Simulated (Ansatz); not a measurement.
Set up this calculation in Ansatz 0.2.0, as the native input.

| Item | Value |
| --- | --- |
| Task | relaxation of cell and atoms |
| Functional | PBEsol |
| Dispersion | D3(BJ) |
| Potentials or basis | Ansatz PAW |
| Cutoff | 420 eV (not typed: the program's choice for these potentials) |
| k mesh | 12 × 12 × 12 |
| Occupations | fermi-dirac, width 0.05 eV |
| Spin | no spin polarisation |

The system is Al.

```xyz
1
Lattice="-1.5912 1.5912 1.5912 1.5912 -1.5912 1.5912 1.5912 1.5912 -1.5912" Properties=species:S:1:pos:R:3 pbc="T T T"
Al    0.0000    0.0000    0.0000
```

This isn't the form of Al at room conditions, which is fcc.

The input as run:

input.yaml

```yaml
crystal:
  lattice:
    - [-1.59121869, 1.59121869, 1.59121869]
    - [1.59121869, -1.59121869, 1.59121869]
    - [1.59121869, 1.59121869, -1.59121869]
  atoms:
    - { symbol: Al, position: [0.0, 0.0, 0.0] }
hamiltonian:
  xc: pbesol
  pseudopotentials: { kind: paw }
  dispersion: d3bj
kpoints:
  mp_grid: { grid: [12, 12, 12] }
scf:
  occupations: { method: fermi_dirac, width: 0.05 }
output:
  forces: true
  stress: true
  eigenvalues: true
relax:
  f_tol: 0.01
  max_steps: 40
  cell: { stress_tol: 0.05 }
```

Potentials or basis: Ansatz PAW.

Run with:

```console
$ ansatz run input.yaml --threads 2 --pin off --max-ram 5632MiB --backend cpu --events-out ev --progress --plain --runs-dir out
```

Results of the run:

```yaml
Relaxed_volume: 15.90 Å³/atom
Relaxed_cell: a = 2.744 Å, b = 2.744 Å, c = 2.744 Å, α = 109.47°, β = 109.47°, γ = 109.47°
Space_group_after_relaxing_to_0.05_Å: Im-3m (No. 229)
Energy_gained_by_relaxing: 0.7 meV/atom
Ionic_steps: 3
Pressure_after_relaxing: 0.0 GPa
Band_gap_on_the_k_mesh: none (metal or under the smearing width)
```

Caveat: the plane-wave basis is chosen anew once the cell has moved, so the energies of steps on either side of that aren't comparable; pairwise dispersion overbinds metals, which lowers pressure and volume; the PAW data sets come from PBE, with cores solved anew for the run's functional, which leaves a small shift of forces and pressure.

It took 1.1 s on 2 threads of Arm Neoverse V2, with other jobs on the host, peak memory 0.25 GiB.
